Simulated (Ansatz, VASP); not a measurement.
Si2Mo: VASP beside Ansatz

INCAR

```
PREC = Accurate
ENCUT = 520
EDIFF = 1E-7
ISMEAR = 0
SIGMA = 0.1
LREAL = False
LASPH = True
NELM = 100
ALGO = Fast
ISIF = 2
LWAVE = False
LCHARG = False
GGA = PS
NBANDS = 18
```

File KPOINTS:

```
Automatic mesh
0
Gamma
  18 18 18
```

File POSCAR:

```
Si2Mo
1.0
   -1.6087360000      1.6087360000      3.8340455300
    1.6087360000     -1.6087360000      3.8340455300
    1.6087360000      1.6087360000     -3.8340455300
Si Mo
2 1
Direct
    0.3563700204      0.3563700204      0.0000000000
    0.6436299796      0.6436299796      0.0000000000
    0.0000000000      0.0000000000      0.0000000000
```

Input for Ansatz:

```yaml
crystal:
  lattice:
    - [-1.608736, 1.608736, 3.83404553]
    - [1.608736, -1.608736, 3.83404553]
    - [1.608736, 1.608736, -3.83404553]
  atoms:
    - { symbol: Si, position: [0.3563700204, 0.3563700204, 0.0] }
    - { symbol: Si, position: [0.6436299796, 0.6436299796, 0.0] }
    - { symbol: Mo, position: [0.0, 0.0, 0.0] }
basis:
  ecutwfc: 420
kpoints:
  mp_grid: { grid: [18, 18, 18] }
hamiltonian:
  xc: pbesol
scf:
  occupations: { method: gaussian, width: 0.1 }
output:
  forces: true
  stress: true
  eigenvalues: true
```

Alike in both runs: task single point; functional PBEsol; k mesh 18 × 18 × 18; occupations gaussian, width 0.1 eV; no spin polarisation.

|  | VASP | Ansatz |
| --- | --- | --- |
| version | VASP 6.6.1 | Ansatz 0.2.0 |
| potentials or method | VASP PAW PBE potentials, release 64 (Si, Mo_sv) | scalar-relativistic, plane waves, PAW |
| plane-wave cutoff (eV) | 520 | 420 |
| valence electrons in the cell | 22 | 22 |

```csv
,VASP,Ansatz,Ansatz less VASP
gap on the k mesh at the Fermi level (eV),none,none,-
pressure (GPa),10.9,10.5,-0.41
largest component of the traceless stress (GPa),16.90,17.00,+0.094
rms of the force components (eV/Å),2.304,2.300,-0.0038
```

Atom by atom the forces differ by 0.004 eV/Å (rms over components). A gap of «none» marks a metal or a gap that the smearing closes. With one functional, cell and mesh, what is left measures potentials, basis and numerics.

Caveats: the PAW data sets were made with another functional, which shifts forces and pressure a little (VASP).
